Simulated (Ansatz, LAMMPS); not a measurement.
# Static equation of state of amorphous Al2O3 (155 atoms)

Density of this cell: 2.77 g/cm³. The cell holds 155 atoms: 62 Al and 93 O. Its edges and angles: a = 12.247 Å, b = 12.403 Å, c = 12.493 Å, α = 91.3°, β = 91.3°, γ = 90.2°. The starting structure: 155 atoms (62 Al, 93 O) placed at random at 2.7 g/cm³, melted at 5000 K for 10 ps at fixed volume with the Morse and Coulomb pair potential with partial charges (Pedone, Malavasi, Menziani, Cormack and Segre, J. Phys. Chem. B 110, 11780 (2006)). Quenched from 5000 K to 300 K at 20 K/ps and fixed volume, held 5 ps, then minimised at fixed cell.

Calculated with Ansatz 0.2.0: Kohn-Sham DFT, PBE, PAW (set soft_2), plane waves; cutoff 420 eV, Γ point, fixed occupations. Cell and atoms were relaxed first, to V0 = 12.237 Å³ an atom at a residual P0 = -0.014 GPa. The cell was then scaled evenly, and the atoms were relaxed at each volume.

| volume (Å³/atom) | pressure (GPa) |
| --- | --- |
| 11.013 | ? |
| 11.503 | 6.410 |
| 11.870 | 3.167 |
| 12.604 | -2.859 |
| 12.971 | -5.310 |

**Question.** Fit the third-order Birch–Murnaghan equation to the rows given and extrapolate to the withheld row.

**Working.**

Take the Eulerian strain f = ½[(V0/V)^(2/3) − 1] and the normalised pressure F = (P − P0) / [3f(1 + 2f)^(5/2)]. The third-order Birch–Murnaghan equation is then the line F = B0 + (3/2)B0(B′ − 4) f, so u = f and v = F.

| u = f | v = F (GPa) |
| --- | --- |
| 0.0210565 | 91.7292 |
| 0.0102569 | 98.2724 |
| -0.00975652 | 102.100 |
| -0.0190507 | 102.105 |

With n = 4: mean u = 6.2655e-4, mean v = 98.5516, Σ(u − ū)² = 0.0010051, Σ(u − ū)(v − v̄) = -0.24883. Slope b = -0.24883 / 0.0010051 = -247.56; intercept a = v̄ − b ū = 98.707.

So B0 = a = 98.7 GPa and B′ = 4 + 2b/(3a) = 2.33. At the withheld volume f = 0.03638, F = a + b f = 89.70 GPa, and P = P0 + 3f(1 + 2f)^(5/2) F.

Prediction at 11.013: 11.66 GPa. The run gave 9.921 GPa, so the fit is high by 1.7 GPa (17 % of the value).

The series isn't one smooth equation of state: even a line fitted to all rows, the withheld one included, misses F by up to 6.9 %, the count of bonds changes along the series and an atom moves over 0.5 Å in some relaxation. B0 and B′ are then only the numbers of this fit, not moduli of the material. Among the rows given, the largest miss of the fit is at 11.503, by 0.12 GPa (0.81 % of the range of the table).

Limits: Static cells at zero temperature; the cell shape is held. The program notes that the SCF threshold of these relaxations is loose for the stress. The quench rate of 20 K/ps is many orders above laboratory rates, so the cell is likely richer in defects and strain than a real sample. The network of bonds at the start is that of the classical potential that made the cell, and needn't be the one that DFT or experiment would give. Only the Γ point is sampled, in a cell whose shortest periodic width is 12 Å.

[Hosts, paths, dates, database ids (printed as entryN), source tags and the programs' standing remarks are cut or masked in the printed files.]
